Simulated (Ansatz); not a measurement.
## SiGe in Ansatz: the effect of functional

The system is SiGe.

```xyz
4
Lattice="3.9558 0.0000 0.0000 -1.9779 3.4259 0.0000 0.0000 0.0000 6.5357" Properties=species:S:1:pos:R:3 pbc="T T T"
Ge    0.0000    2.2839    0.0026
Ge    1.9779    1.1420    3.2704
Si    0.0000    2.2839    2.4483
Si    1.9779    1.1420    5.7161
```

The cell comes from a database or a generator and needn't be the stable form of this composition.

The cell isn't the ideal one: volume scaled by 1.04.

Alike in all runs:

| Item | Value |
| --- | --- |
| Program | Ansatz 0.2.0 |
| Task | single point |
| Potentials or basis | Ansatz PAW |
| k mesh | 8 × 8 × 4 |
| Occupations | fermi-dirac, width 0.05 eV |
| Spin | no spin polarisation |

| functional | cutoff | gap on the mesh (eV) | pressure (GPa) |
| --- | --- | --- | --- |
| LDA | 420 eV (not typed: the program's choice for these potentials) | 0.24 | -4.8 |
| PBEsol | 420 eV (not typed: the program's choice for these potentials) | 0.29 | -3.1 |
| r2SCAN | 500 eV (not typed: the program's choice for these potentials) | ? | ? |

**Question.** What does the run with functional r2SCAN give?

**Answer.** gap on the mesh 0.66 eV; pressure -3.0 GPa.

Caveats: the PAW data sets come from PBE, with cores solved anew for the run's functional, which leaves a small shift of forces and pressure.

A k mesh can miss the band edges.
